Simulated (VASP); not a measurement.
# C in VASP: settings compared

Aim: see how the results for C move with the level of theory and the settings. Levels: LDA, PBE+D3(BJ). Tasks: relaxation of cell and atoms.

All numbers are computed with VASP 6.6.1; they aren't measurements. Logs are shortened: lines on timing, memory, paths and dates and some standing lists are left out, and cuts for length are marked.

**1. Starting point**

The cell holds a slab with vacuum, 4 atoms: a = 2.446 Å, b = 2.446 Å, c = 21.429 Å, α = 90.00°, β = 90.00°, γ = 120.00°.

The slab is cut from a database's or a generator's crystal, which needn't be the stable form of the element.

**2. Relaxation of cell and atoms, LDA**

Contents of INCAR:

```
SYSTEM = C
  ALGO = Normal
  EDIFF = 1E-7
  EDIFFG = -0.005
  ENCUT = 600
  GGA = CA
  IBRION = 2
  ISIF = 3
  ISMEAR = 0
  LASPH = .TRUE.
  LATTICE_CONSTRAINTS = .TRUE. .TRUE. .FALSE.
  LCHARG = .FALSE.
  LREAL = .FALSE.
  LWAVE = .FALSE.
  NELM = 80
  NSW = 90
  PREC = Accurate
  SIGMA = 0.03
```

Contents of KPOINTS:

```
k-points
0
G
  15 15 1
  0 0 0
```

Contents of POSCAR:

```
C                                       
1.0
    2.4460892397      0.0000000000      0.0000000000
   -1.2230446199      2.1183754241      0.0000000000
    0.0000000000      0.0000000000     21.4289500000
  C             
     4
Direct
     0.0000000000000000    0.0000000000000000    0.4228400147691523
     0.6666666699999979    0.3333333300000021    0.4228157650206989
     0.0000000000000000    0.0000000000000000    0.5771525021798374
     0.3333333300000021    0.6666666699999979    0.5771917180303118
```

Potentials or basis: VASP PAW LDA potentials, release 64 (C).

Started as:

```console
$ cat potpaw_LDA.64/C/POTCAR > POTCAR
$ mpirun -np 1 vasp_std > vasp.out
```

OUTCAR:

```text
SYSTEM = C
   EDIFF = 1E-7
   EDIFFG = -0.005
   ENCUT = 600
   GGA = CA
   IBRION = 2
   ISIF = 3
   ISMEAR = 0
   LASPH = .TRUE.
   LREAL = .FALSE.
   NELM = 80
   NSW = 90
   PREC = Accurate

 ion  position               nearest neighbor table
   1  0.000  0.000  0.423-   2 1.41   2 1.41   2 1.41
   2  0.667  0.333  0.423-   1 1.41   1 1.41   1 1.41
   3  0.000  0.000  0.577-   4 1.41   4 1.41   4 1.41
   4  0.333  0.667  0.577-   3 1.41   3 1.41   3 1.41

  LATTYP: Found a hexagonal cell.
 ALAT       =     2.4460892397
 C/A-ratio  =     8.7604939559

  Lattice vectors:

 A1 = (   2.4460892397,   0.0000000000,   0.0000000000)
 A2 = (  -1.2230446199,   2.1183754241,   0.0000000000)
 A3 = (   0.0000000000,   0.0000000000,  21.4289500000)

Analysis of symmetry for initial positions (statically):
=====================================================================
 Subroutine PRICEL returns:
 Original cell was already a primitive cell.

 Routine SETGRP: Setting up the symmetry group for a
 hexagonal supercell.

 Subroutine GETGRP returns: Found  6 space group operations
 (whereof  6 operations were pure point group operations)
 out of a pool of 24 trial point group operations.

The static configuration has the point symmetry C_3v.

Analysis of symmetry for dynamics (positions and initial velocities):
=====================================================================
 Subroutine PRICEL returns:
 Original cell was already a primitive cell.

 Routine SETGRP: Setting up the symmetry group for a
 hexagonal supercell.

 Subroutine GETGRP returns: Found  6 space group operations
 (whereof  6 operations were pure point group operations)
 out of a pool of 24 trial point group operations.

The dynamic configuration has the point symmetry C_3v.

 Subroutine INISYM returns: Found  6 space group operations
 (whereof  6 operations are pure point group operations),
 and found     1 'primitive' translations

----------------------------------------------------------------------------------------

                                     Primitive cell

  volume of cell :     111.0391

  direct lattice vectors                    reciprocal lattice vectors
     2.446089240  0.000000000  0.000000000     0.408815829  0.236029929  0.000000000
    -1.223044620  2.118375424  0.000000000     0.000000000  0.472059857  0.000000000
     0.000000000  0.000000000 21.428950000     0.000000000  0.000000000  0.046665842

  length of vectors
     2.446089240  2.446089242 21.428950000     0.472059858  0.472059857  0.046665842

  position of ions in fractional coordinates (direct lattice)
     0.000000000  0.000000000  0.422840015
     0.666666670  0.333333330  0.422815765
     0.000000000  0.000000000  0.577152502
     0.333333330  0.666666670  0.577191718

  ion indices of the primitive-cell ions
   primitive index   ion index
                 1           1
                 2           2
                 3           3
                 4           4

----------------------------------------------------------------------------------------

 KPOINTS: k-points

Automatic generation of k-mesh.
 Grid dimensions read from file:
 generate k-points for:   15   15    1

 Generating k-lattice:

  Cartesian coordinates                     Fractional coordinates (reciprocal lattice)
     0.027254389  0.015735329  0.000000000     0.066666667 -0.000000000  0.000000000
     0.000000000  0.031470657  0.000000000     0.000000000  0.066666667  0.000000000
     0.000000000  0.000000000  0.046665842     0.000000000  0.000000000  1.000000000

  Length of vectors
     0.031470657  0.031470657  0.046665842

  Shift w.r.t. Gamma in fractional coordinates (k-lattice)
     0.000000000  0.000000000  0.000000000

 Subroutine IBZKPT returns following result:
 ===========================================

 Found     27 irreducible k-points:

 Following reciprocal coordinates:
            Coordinates               Weight
  0.000000  0.000000  0.000000      1.000000
  0.066667  0.000000  0.000000      6.000000
  0.133333  0.000000  0.000000      6.000000
  0.200000  0.000000  0.000000      6.000000
  0.266667  0.000000  0.000000      6.000000
  0.333333  0.000000  0.000000      6.000000
[... 16 lines left out ...]
  0.333333  0.200000  0.000000     12.000000
  0.400000  0.200000  0.000000      6.000000
 [... further k-points ...]
   k-points           NKPTS =     27   k-points in BZ     NKDIM =     27   number of bands    NBANDS=     12
   number of dos      NEDOS =    301   number of ions     NIONS =      4
   total plane-waves  NPLWV =  72000
   dimension x,y,z NGX =    20 NGY =   20 NGZ =  180
   dimension x,y,z NGXF=    40 NGYF=   40 NGZF=  360
   ions per type =               4
   NGX,Y,Z   is equivalent  to a cutoff of  13.59, 13.59, 13.96 a.u.
   NGXF,Y,Z  is equivalent  to a cutoff of  27.19, 27.19, 27.93 a.u.
 SYSTEM =  C
   PREC   = accura    normal or accurate (medium, high low for compatibility)
   ISTART =      0    job   : 0-new  1-cont  2-samecut
   ICHARG =      2    charge: 1-file 2-atom 10-const
   ISPIN  =      1    spin polarized calculation?
   LNONCOLLINEAR =      F non collinear calculations
   LSORBIT =      F    spin-orbit coupling
   LASPH  =      T    aspherical Exc in radial PAW
   ENCUT  =  600.0 eV  44.10 Ry    6.64 a.u.   4.89  4.89 42.80*2*pi/ulx,y,z
   NELM   =     80;   NELMIN=  2; NELMDL= -5     # of ELM steps
   EDIFF  = 0.1E-06   stopping-criterion for ELM
   LREAL  =      F    real-space projection
   EDIFFG = -.5E-02   stopping-criterion for IOM
   NSW    =     90    number of steps for IOM
   IBRION =      2    ionic relax: 0-MD 1-quasi-New 2-CG
   NFREE  =      1    steps in history (QN), initial steepest desc. (CG)
   ISIF   =      3    stress and relaxation
   ISYM   =      2    0-nonsym 1-usesym 2-fastsym
   POTIM  = 0.5000    time-step for ionic-motion
   TEBEG  =    0.0;   TEEND  =   0.0 temperature during run
   PSTRESS=    0.0 pullay stress
   NELECT =      16.0000    total number of electrons
   NUPDOWN=      -1.0000    fix difference up-down
   EMIN   =  10.00;   EMAX   =-10.00  energy-range for DOS
   EFERMI =   0.00;   METHOD = LEGACY
   ISMEAR =     0;   SIGMA  =   0.03  broadening in eV -4-tet -1-fermi 0-gaus
   EFERMI_NEDOS =   21; number of points for ismear=-14 and -15
   IALGO  =     38    algorithm
   IMIX   =      4    mixing-type and parameters
     AMIX     =   0.40;   BMIX     =  1.00
     AMIX_MAG =   1.60;   BMIX_MAG =  1.00
  volume/ion in A,a.u.               =      27.76       187.33
  Fermi-wavevector in a.u.,A,eV,Ry     =   0.858268  1.621891 10.022371  0.736624
  Thomas-Fermi vector in A             =   1.975447
   LORBIT       =      0    0 simple, 1 ext, 2 COOP (PROOUT), +10 PAW based schemes
   GGA     = CA    functional components
   LHFCALC =     F    Hartree Fock is set to
   AEXX    =    0.0000 exact exchange contribution
   IVDW    =     0    specifies the selected vdW correction
   LEPSILON=     F    determine dielectric tensor
   LRPA    =     F    only Hartree local field effects (RPA)
 conjugate gradient relaxation of ions
 non-spin polarized calculation
 Gauss-broadening in eV      SIGMA  =   0.03
  energy-cutoff  :      600.00
  volume of cell :      111.04
 maximum number of plane-waves:      3759
 NGX is ok and might be reduce to    20
   NGX =  9   NGY =  9   NGZ = 85

 number of electron      16.0000001 magnetization

 Free energy of the ion-electron system (eV)
  ---------------------------------------------------
  ext. energy  EPLUGINS =         0.00000000
  ---------------------------------------------------
  free energy    TOTEN  =       -40.41123677 eV

  energy without entropy =      -40.41093587  energy(sigma->0) =      -40.41108632

 E-fermi :  -1.6282     XC(G=0):  -3.7500

 val. band max:       -1.6282375460   @ k =   0.3333   0.3333   0.0000
 cond. band min:      -1.6282152343   @ k =   0.3333   0.3333   0.0000
 fundamental gap:      0.0000223117
 Fermi energy:        -1.6282263901

 k-point     1 :       0.0000    0.0000    0.0000
  band No.  band energies     occupation
      1     -21.1857      2.00000
      2     -21.0084      2.00000
      3      -9.9484      2.00000
      4      -8.8626      2.00000
      5      -4.6342      2.00000
      6      -4.6342      2.00000
      7      -4.6238      2.00000
      8      -4.6238      2.00000
      9       1.8416      0.00000
     10       2.3650      0.00000
     11       3.0834      0.00000
     12       4.0243      0.00000

 k-point     2 :       0.0667    0.0000    0.0000
  band No.  band energies     occupation
      1     -21.0792      2.00000
      2     -20.9031      2.00000
      3      -9.8182      2.00000
      4      -8.7367      2.00000
      5      -5.0543      2.00000
      6      -5.0380      2.00000
      7      -4.8636      2.00000
      8      -4.8491      2.00000
      9       1.9831      0.00000
     10       2.5094      0.00000
     11       3.2310      0.00000
     12       4.1706      0.00000

 k-point     3 :       0.1333    0.0000    0.0000
  band No.  band energies     occupation
      1     -20.7605      2.00000
      2     -20.5879      2.00000
      3      -9.4297      2.00000
      4      -8.3617      2.00000
      5      -6.1743      2.00000
      6      -6.1453      2.00000
      7      -5.4420      2.00000
      8      -5.4214      2.00000
      9       2.4080      0.00000
     10       2.9421      0.00000
     11       3.6738      0.00000
     12       4.6093      0.00000
[... 286 lines left out ...]
 k-point    23 :       0.3333    0.2000    0.0000
  band No.  band energies     occupation
      1     -16.1771      2.00000
      2     -16.0558      2.00000
      3     -13.2387      2.00000
      4     -13.1529      2.00000
      5     -10.4119      2.00000
      6     -10.3534      2.00000
      7      -4.1657      2.00000
      8      -3.4742      2.00000
      9       0.2522      0.00000
     10       0.6293      0.00000
     11       8.6094      0.00000
     12       8.8451      0.00000

 k-point    24 :       0.4000    0.2000    0.0000
  band No.  band energies     occupation
      1     -15.1514      2.00000
      2     -15.0894      2.00000
      3     -14.3258      2.00000
      4     -14.2842      2.00000
      5     -10.5424      2.00000
      6     -10.4812      2.00000
      7      -3.3677      2.00000
      8      -2.9809      2.00000
      9      -0.3484      0.00000
     10      -0.2416      0.00000
     11       9.1226      0.00000
     12       9.4190      0.00000

 [... further k-points ...]

------------------------ aborting loop because EDIFF is reached ----------------------------------------

  FORCE on cell =-STRESS in cart. coord.  units (eV):
  Direction    XX          YY          ZZ          XY          YZ          ZX
  --------------------------------------------------------------------------------------
  -------------------------------------------------------------------------------------
  Total        0.0041218      0.0041218     -0.0857754     -0.0000000     -0.0000000      0.0000000
  in kB        0.0594728      0.0594728     -1.2376489     -0.0000000     -0.0000000      0.0000000
  external PRESSURE =      -0.3729011 kB  Pullay stress =       0.0000000 kB

 VOLUME and BASIS-vectors are now :
 -----------------------------------------------------------------------------
  energy-cutoff  :      600.00
  volume of cell :      111.04
      direct lattice vectors                 reciprocal lattice vectors
     2.446089240  0.000000000  0.000000000     0.408815829  0.236029929  0.000000000
    -1.223044620  2.118375424  0.000000000     0.000000000  0.472059857  0.000000000
     0.000000000  0.000000000 21.428950000     0.000000000  0.000000000  0.046665842

 POSITION                                       TOTAL-FORCE (eV/Angst)
 -----------------------------------------------------------------------------------
      0.00000      0.00000      9.06102         0.000000      0.000000      0.003631
      1.22304      0.70613      9.06050         0.000000      0.000000     -0.003835
      0.00000      0.00000     12.36777        -0.000000      0.000000      0.001999
     -0.00000      1.41225     12.36861        -0.000000     -0.000000     -0.001795
 -----------------------------------------------------------------------------------
    total drift:                                0.000000      0.000000     -0.000000

  FREE ENERGIE OF THE ION-ELECTRON SYSTEM (eV)
  ---------------------------------------------------
  free  energy   TOTEN  =       -40.4112367724 eV

  energy  without entropy=      -40.4109358713  energy(sigma->0) =      -40.41108632

 reached required accuracy - stopping structural energy minimisation
```

It took 40 s on 1 thread of Intel Xeon Platinum 8488C (Sapphire Rapids), shared host; peak memory 0.2 GiB.

What came out:

```
Free energy                  : -40.4112 eV
Largest force after relaxing : 0.004 eV/Å
Band gap on the k mesh       : none (metal or under the smearing width)
```

Forces on the atoms (eV/Å):
```
C    0.000  0.000  0.004
C    0.000  0.000 -0.004
C    0.000  0.000  0.002
C    0.000  0.000 -0.002
```

Final structure:
```
C
1.0
     2.44609    0.00000    0.00000
    -1.22304    2.11838    0.00000
     0.00000    0.00000   21.42895
C
4
Direct
  0.00000 0.00000 0.42284
  0.66667 0.33333 0.42282
  0.00000 0.00000 0.57715
  0.33333 0.66667 0.57719
```

Caveat: the relaxation stopped at its first step, so nothing moved.

[end of part 1 of 2]
